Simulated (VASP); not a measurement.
Input of a VASP 6.6.1 run:

The input INCAR:

```
PREC = Accurate
ENCUT = 520
EDIFF = 1E-7
ISMEAR = -1
SIGMA = 0.05
LREAL = F
LASPH = T
NELM = 100
ALGO = Normal
ISIF = 2
LWAVE = F
LCHARG = F
GGA = PE
NBANDS = 11
```

Contents of KPOINTS:

```
Automatic mesh
0
Gamma
  8 8 8
```

File POSCAR:

```
AlAs
1.0
    0.0000000000      2.8304000000      2.8304000000
    2.8304000000      0.0000000000      2.8304000000
    2.8304000000      2.8304000000      0.0000000000
As Al
1 1
Direct
    0.7500000000      0.7500000000      0.7500000000
    0.0000000000      0.0000000000      0.0000000000
```

Potentials or basis: VASP PAW PBE potentials, release 64 (As, Al).

Launch:

```sh
$ cat potpaw_PBE.64/As/POTCAR potpaw_PBE.64/Al/POTCAR > POTCAR
$ mpirun -np 1 vasp_std > vasp.out
```

(1) What does it give for the band gap on the k mesh?

(2) Predict the pressure.

Answers

(1) 1.43 eV, indirect (least direct gap 2.06 eV).

(2) 2.8 GPa.
